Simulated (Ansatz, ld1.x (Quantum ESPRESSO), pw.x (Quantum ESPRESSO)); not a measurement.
## magnesium (Mg) (fcc): variants of one TM potential in the solid

ld1.x (Quantum ESPRESSO) 7.5 input, shortened:

```
&input
   title='Mg', zed=12., rel=1, dft='PBE', iswitch=3,
   config='[Ne] 3s2 3p0 3d-2'
 /
 &inputp
   pseudotype=2, tm=.true., lloc=0,
   nlcc=.false.
 /
3
3P  2  1   0.00   0.00  2.75  2.75  0.0
3D  3  2  -2.00   0.05  2.85  2.85  0.0
3S  1  0   2.00   0.00  2.70  2.70  0.0
 &test
   configts(1)='3s2 3p0'
 /
```

Crystal test: fcc Mg in pw.x 7.5, no spin, 13³ k-points, Fermi–Dirac smearing 0.01 Ry, cutoffs set for each file from its atomic test. The reference is all-electron LAPW (Ansatz 0.2.0) with the same functional, mesh and smearing; V0 and B0 come from Birch–Murnaghan fits to the pressures at five volumes. Errors are pseudo minus all-electron; Δ is the rms difference of the E(V) curves that follow from these fits, minima aligned, over ±6 % about the mean V0. Mesh and smearing are coarse, so the numbers serve the comparison and aren't converged zero-temperature values; the lattice is a test structure that the element need not adopt.

All-electron: a0 = 4.524 Å (V0 = 23.15 Å³/atom), B0 = 35.0 GPa.

```tsv
change	cutoffs (Ry)	pw.x	a0 (Å)	a0 error (%)	B0 error (%)	Δ (meV/atom)	mean pressure error (GPa)
base	35/140	converged	4.516	-0.18	-0.5	1.0	-0.19
all radii scaled by about 0.80 (s 2.16, p 2.20, d 2.28 bohr)	35/140	converged	4.509	-0.34	+0.2	1.8	-0.35
all radii scaled by about 0.91 (s 2.46, p 2.50, d 2.60 bohr)	35/140	converged	4.515	-0.21	-0.2	1.1	-0.22
all radii scaled by about 1.11 (s 3.00, p 3.04, d 3.16 bohr)	35/140	converged	4.510	-0.32	+0.2	1.7	-0.33
all radii scaled by about 1.23 (s 3.32, p 3.38, d 3.52 bohr)	35/140	converged	4.493	-0.68	+2.4	3.7	-0.71
```

Give the row for: all radii scaled by about 1.34 (s 3.62, p 3.70, d 3.82 bohr).

pw.x: converged; mean pressure error (GPa): -1.42; a0 (Å): 4.464; a0 error (%): -1.35; B0 error (%): +8.8; Δ (meV/atom): 7.3.
